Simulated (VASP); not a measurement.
A run of VASP 6.6.1:

Contents of INCAR:

```
  ALGO = Normal
  EDIFF = 1E-7
  ENCUT = 500
  GGA = PS
  ISIF = 2
  ISMEAR = -1
  LASPH = True
  LCHARG = False
  LEFG = True
  LREAL = False
  LWAVE = False
  NELM = 100
  PREC = Accurate
  SIGMA = 0.02
```

The input KPOINTS:

```
k-points
0
Gamma
  6 6 6
```

File POSCAR:

```
KI
1.0
    0.0000000000      3.5327750000      3.5327750000
    3.5327750000      0.0000000000      3.5327750000
    3.5327750000      3.5327750000      0.0000000000
K I
1 1
Direct
    0.0000000000      0.0000000000      0.0000000000
    0.5000000000      0.5000000000      0.5000000000
```

Potentials or basis: VASP PAW PBE potentials, release 64 (K_pv, I).

The run is started by

```console
$ cat potpaw_PBE.64/K_pv/POTCAR potpaw_PBE.64/I/POTCAR > POTCAR
$ mpirun -np 1 vasp_std > vasp.out
```

Hardware: 1 thread of Intel(R) Xeon(R) Platinum 8488C (Sapphire Rapids), on a shared host.

Problem. Estimate the wall time of this run.

Solution. Run time: 15 s on 1 thread of Intel(R) Xeon(R) Platinum 8488C (Sapphire Rapids) (shared host), peak memory 0.2 GiB. Counts: scf iterations 14, k points 16.
